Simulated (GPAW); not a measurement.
# ZnS (Wurtzite-2H) (P6_3mc) in GPAW: notebook, part 2 of 2

GPAW 26.7.0. The steps go on from the part before.

### 4 Relaxation of cell and atoms, PBEsol, target pressure 20 GPa, at which the enthalpy is minimised

Contents of run.py:

```python
from ase import Atoms
from ase.filters import FrechetCellFilter
from ase.io import write
from ase.optimize import BFGS
from ase.units import GPa
from gpaw import GPAW, PW, setup_paths

setup_paths.insert(0, '.')

atoms = Atoms(['Zn', 'Zn', 'S', 'S'],
              cell=[[3.811, 0.0, 0.0],
                    [-1.9055, 3.3004228138, 0.0],
                    [0.0, 0.0, 6.234]],
              scaled_positions=[[0.6666666667, 0.3333333333, 0.5],
                                [0.3333333333, 0.6666666667, 0.0],
                                [0.6666666667, 0.3333333333, 0.885],
                                [0.3333333333, 0.6666666667, 0.385]],
              pbc=True)

calc = GPAW(mode=PW(600),
            xc='PBEsol',
            kpts={'size': (5, 5, 3), 'gamma': True},
            occupations={'name': 'fermi-dirac', 'width': 0.05},
            nbands=31,
            convergence={'density': 1e-05, 'forces': 0.0001},
            maxiter=150,
            txt='gpaw.txt')
atoms.calc = calc
opt = BFGS(FrechetCellFilter(atoms, scalar_pressure=20 * GPa), trajectory='relax.traj', logfile='-')
done = opt.run(fmax=0.02, steps=60)
calc.write('gs.gpw')
write('result.traj', atoms)
print('Converged:', done)
print('Cell:', atoms.cell.cellpar().round(4))
print('Volume:', round(atoms.get_volume(), 4))
print(atoms.get_scaled_positions().round(5))
```

Potentials or basis: PAW data sets generated in the run's folder for this functional, pw.

Started as:

```
gpaw-setup -f PBEsol S Zn
OMP_NUM_THREADS=1 python run.py
```

gpaw.txt:

```text
__  _  _
 | _ |_)|_||  |
 |__||  | ||/\| - 26.7.0

Input parameters:
  mode=PW(ecut=600.0),
  convergence={'density': 1e-05, 'forces': 0.0001},
  kpts=MonkhorstPack(size=(5, 5, 3), gamma=True),
  maxiter=150,
  nbands=31,
  occupations=Occupations(name='fermi-dirac', width=0.05),
  xc=XC(name='PBEsol')

Diagonalizing LCAO Hamiltonian
Converting LCAO to pw mode

            S

            Zn
        S

        Zn

Atoms  # Å, Bohr magnetons
|   | symbol |         x |        y |        z |    initial magnetic moments |
|---|--------|-----------|----------|----------|-----------------------------|
| 0 |     Zn |  1.905500 | 1.100141 | 3.117000 | ( 0.0000,  0.0000,  0.0000) |
| 1 |     Zn | -0.000000 | 2.200282 | 0.000000 | ( 0.0000,  0.0000,  0.0000) |
| 2 |      S |  1.905500 | 1.100141 | 5.517090 | ( 0.0000,  0.0000,  0.0000) |
| 3 |      S | -0.000000 | 2.200282 | 2.400090 | ( 0.0000,  0.0000,  0.0000) |

Unit cell  # Å
| periodic |         x |        y |        z |  lengths |     angles |
|----------|-----------|----------|----------|----------|------------|
|      yes |  3.811000 | 0.000000 | 0.000000 | 3.811000 |  90.000000 |
|      yes | -1.905500 | 3.300423 | 0.000000 | 3.811000 |  90.000000 |
[... 214 lines left out ...]
| 0.000000 | -0.000000 |  0.016075 |

Forces  # eV/Ang
|       x |       y |        z |
|---------|---------|----------|
| 0.00000 | 0.00000 |  0.31544 |  # Zn   0
| 0.00000 | 0.00000 |  0.31547 |  # Zn   1
| 0.00000 | 0.00000 | -0.31543 |  # S    2
| 0.00000 | 0.00000 | -0.31543 |  # S    3

Interpolating wave functions to new cell
[... 224 lines left out ...]
Gap: 2.234 eV
Transition (v -> c):
  (s=0, k=0, n=17, [0.00, 0.00, 0.00]) -> (s=0, k=0, n=18, [0.00, 0.00, 0.00])
No difference between direct/indirect transitions

Stress tensor  # eV/Ang^3
|         x |         y |        z |
|-----------|-----------|----------|
| -0.009475 |  0.000000 | 0.000000 |
|  0.000000 | -0.009475 | 0.000000 |
|  0.000000 |  0.000000 | 0.002742 |

Forces  # eV/Ang
|        x |        y |        z |
|----------|----------|----------|
|  0.00000 | -0.00000 |  0.30246 |  # Zn   0
| -0.00000 |  0.00000 |  0.30241 |  # Zn   1
| -0.00000 |  0.00000 | -0.30242 |  # S    2
| -0.00000 |  0.00000 | -0.30243 |  # S    3
[... 254 lines left out ...]
Atoms  # Å, Bohr magnetons
|   | symbol |         x |        y |        z |    initial magnetic moments |
|---|--------|-----------|----------|----------|-----------------------------|
| 0 |     Zn |  1.789156 | 1.032970 | 2.940868 | ( 0.0000,  0.0000,  0.0000) |
| 1 |     Zn | -0.000000 | 2.065939 | 0.030805 | ( 0.0000,  0.0000,  0.0000) |
| 2 |      S |  1.789156 | 1.032970 | 5.120002 | ( 0.0000,  0.0000,  0.0000) |
| 3 |      S | -0.000000 | 2.065939 | 2.209941 | ( 0.0000,  0.0000,  0.0000) |

Unit cell  # Å
| periodic |         x |        y |        z |  lengths |     angles |
|----------|-----------|----------|----------|----------|------------|
|      yes |  3.578312 | 0.000000 | 0.000000 | 3.578312 |  90.000000 |
|      yes | -1.789156 | 3.098909 | 0.000000 | 3.578312 |  90.000000 |
|      yes |  0.000000 | 0.000000 | 5.820120 | 5.820120 | 120.000000 |

Number of symmetries: 6
Symmetry operations  # r_c * U_cc + t_c -> r_c
|   | kind |            matrix            |
|---|------|------------------------------|
| 0 |  σ   |  1, 1, 0,  0,-1, 0,  0, 0, 1 |
| 1 |  E   |  1, 0, 0,  0, 1, 0,  0, 0, 1 |
| 2 |  C3  |  0, 1, 0, -1,-1, 0,  0, 0, 1 |
| 3 |  σ   |  0,-1, 0, -1, 0, 0,  0, 0, 1 |
| 4 |  σ   | -1, 0, 0,  1, 1, 0,  0, 0, 1 |
| 5 |  C3  | -1,-1, 0,  1, 0, 0,  0, 0, 1 |
[... 2145 lines left out ...]
Forces  # eV/Ang
|        x |       y |        z |
|----------|---------|----------|
| -0.00000 | 0.00000 |  0.00370 |  # Zn   0
| -0.00000 | 0.00000 |  0.00367 |  # Zn   1
|  0.00000 | 0.00000 | -0.00358 |  # S    2
|  0.00000 | 0.00000 | -0.00366 |  # S    3

# Writing to gs.gpw (mode='')
```

stdout:

```text
Step          Energy          fmax
BFGS:    0       -5.482199        2.762123
BFGS:    1       -5.759399        2.432041
BFGS:    2       -6.541273        0.424953
BFGS:    3       -6.557160        0.229081
BFGS:    4       -6.558377        0.133898
BFGS:    5       -6.559122        0.074976
BFGS:    6       -6.559687        0.057137
BFGS:    7       -6.560134        0.076928
BFGS:    8       -6.560950        0.087776
BFGS:    9       -6.561921        0.069230
BFGS:   10       -6.562535        0.034128
BFGS:   11       -6.562679        0.009375
Converged: True
Cell: [  3.5573   3.5573   5.9001  90.      90.     120.    ]
Volume: 64.6607
[[0.66667 0.33333 0.50716]
 [0.33333 0.66667 0.00716]
 [0.66667 0.33333 0.87784]
 [0.33333 0.66667 0.37784]]
```

Run time: 3.8 min. Hardware: 1 thread of Arm Neoverse V1, shared host; peak memory 0.25 GiB.

Results:

| Quantity | Value |
| --- | --- |
| Free energy | -14.6343 eV |
| Relaxed volume | 16.17 Å³/atom |
| Relaxed cell | a = 3.557 Å, b = 3.557 Å, c = 5.900 Å, α = 90.00°, β = 90.00°, γ = 120.00° |
| Space group after relaxing (to 0.05 Å) | P6_3mc (No. 186) |
| Energy change on relaxing (the enthalpy is what falls) | +159.0 meV/atom |
| Ionic steps | 12 |
| Pressure after relaxing | 20.1 GPa |
| Largest force after relaxing | 0.004 eV/Å |
| Band gap on the k mesh | 2.91 eV, direct |

Forces on the atoms (eV/Å):
```
Zn   0.000  0.000  0.004
Zn   0.000  0.000  0.004
S    0.000  0.000 -0.004
S    0.000  0.000 -0.004
```

Step by step:
```
step  energy change (eV)  largest force (eV/Å)  pressure (GPa)  volume (Å³)
   1              0.0000                0.3155           -1.25        78.41
   2             -0.0083                0.3025            0.87        76.26
   3              0.4570                0.0036           16.42        66.27
   4              0.6567                0.0760           20.48        64.54
   5              0.6288                0.0310           19.94        64.75
   6              0.6218                0.0169           19.81        64.80
   7              0.6261                0.0609           19.90        64.76
   8              0.6333                0.0820           20.05        64.70
   9              0.6440                0.0933           20.26        64.61
  10              0.6495                0.0733           20.35        64.56
  11              0.6439                0.0279           20.22        64.60
  12              0.6359                0.0037           20.06        64.66
```

Final structure:
```
CELL_PARAMETERS angstrom
3.55733 0.00000 0.00000
-1.77867 3.08074 0.00000
0.00000 0.00000 5.90012
ATOMIC_POSITIONS crystal
Zn 0.66667 0.33333 0.50716
Zn 0.33333 0.66667 0.00716
S 0.66667 0.33333 0.87784
S 0.33333 0.66667 0.37784
```

Levels at points of the mesh, in eV from the valence-band top:
| k point | band 14 | band 15 | band 16 | band 17 | band 18 | band 19 | band 20 | band 21 | band 22 | band 23 |
| --- | --- | --- | --- | --- | --- | --- | --- | --- | --- | --- |
| (0.00, 0.00, 0.00) | -1.22 | -1.22 | -0.20 | 0.00 | 0.00 | 2.91 | 3.37 | 5.99 | 5.99 | 6.08 |

Caveat: later steps reuse the first step's grids; the volume moved by over 15 % at a fixed basis, so the end points are rough; an odd mesh through Γ misses points on the zone boundary, where band edges often lie.

### 5 The runs side by side

| cell | target pressure | gap on the mesh (eV) | pressure (GPa) | largest force (eV/Å) |
| --- | --- | --- | --- | --- |
| relaxed to 5 GPa | 5 GPa | 2.39 | 5.0 | 0.02 |
| relaxed to 10 GPa | 10 GPa | 2.59 | 9.9 | 0.01 |
| relaxed to 20 GPa | 20 GPa | 2.91 | 20.1 | - |

Alike in all rows: task relaxation of cell and atoms; level PBEsol; potentials or basis PAW data sets generated in the run's folder for this functional, pw; no spin polarisation; k mesh 5 × 5 × 3; cutoff (eV) 600; smearing fermi-dirac 0.05 eV.

Caveats: later steps reuse the first step's grids; the volume moved by over 15 % at a fixed basis, so the end points are rough (some runs); an odd mesh through Γ misses points on the zone boundary, where band edges often lie (some runs).

Absolute energies hang on the potentials; compare differences alone.
